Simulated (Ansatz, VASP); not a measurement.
## Two plane-wave programs on Sb

The input INCAR:

```
PREC = Accurate
ENCUT = 520
EDIFF = 1E-7
ISMEAR = -1
SIGMA = 0.05
LREAL = False
LASPH = True
NELM = 100
ALGO = Normal
ISIF = 2
LWAVE = False
LCHARG = False
GGA = PE
NBANDS = 18
```

The input KPOINTS:

```
Automatic mesh
0
Gamma
  6 6 4
```

File POSCAR:

```
Sb
1.0
    4.6165009761      0.0000000000      0.0000000000
    0.0000000000      4.5078102492      0.0000000000
   -1.3464181047      0.0000000000      6.4891708272
Sb
4
Direct
    0.3399300000      0.2500000000      0.6836700000
    0.9366380000      0.7500000000      0.7627580000
    0.0633620000      0.2500000000      0.2372420000
    0.6600700000      0.7500000000      0.3163300000
```

The input input.yaml:

```yaml
crystal:
  lattice:
    - [4.6165009761, 0.0, 0.0]
    - [0.0, 4.5078102492, 0.0]
    - [-1.3464181047, 0.0, 6.4891708272]
  atoms:
    - { symbol: Sb, position: [0.33993, 0.25, 0.68367] }
    - { symbol: Sb, position: [0.936638, 0.75, 0.762758] }
    - { symbol: Sb, position: [0.063362, 0.25, 0.237242] }
    - { symbol: Sb, position: [0.66007, 0.75, 0.31633] }
hamiltonian:
  xc: pbe
  pseudopotentials: { kind: paw }
kpoints:
  mp_grid: { grid: [6, 6, 4] }
scf:
  occupations: { method: fermi_dirac, width: 0.05 }
output:
  forces: true
  stress: true
  eigenvalues: true
  write_density: true
  write_potential: true
  elf: true
  volumetric_format: npy
```

Change from the starting cell: volume scaled by 1.06.

Alike in both runs: task single point; functional PBE; k mesh 6 × 6 × 4; occupations fermi-dirac, width 0.05 eV; no spin polarisation.

```csv
,VASP,Ansatz
version,VASP 6.6.1,Ansatz 0.2.0
potentials or method,"VASP PAW PBE potentials, release 64 (Sb)",Ansatz PAW
plane-wave cutoff (eV),520,420
valence electrons in the cell,20,60
```

|  | VASP | Ansatz | Ansatz less VASP |
| --- | --- | --- | --- |
| gap on the k mesh at the Fermi level (eV) | none | none | - |
| pressure (GPa) | -2.4 | -2.4 | 0.00 |
| largest component of the traceless stress (GPa) | 0.68 | 0.67 | -0.011 |
| rms of the force components (eV/Å) | 0.185 | 0.198 | +0.0129 |

Atom by atom the forces differ by 0.013 eV/Å (rms over components). A gap of «none» marks a metal or a gap that the smearing closes. The functional is the same, so the differences come from potentials, cutoffs and numerics. The two sets of potentials don't hold the same shells in valence.

Spin-orbit coupling is left out, which matters for the levels of Sb.
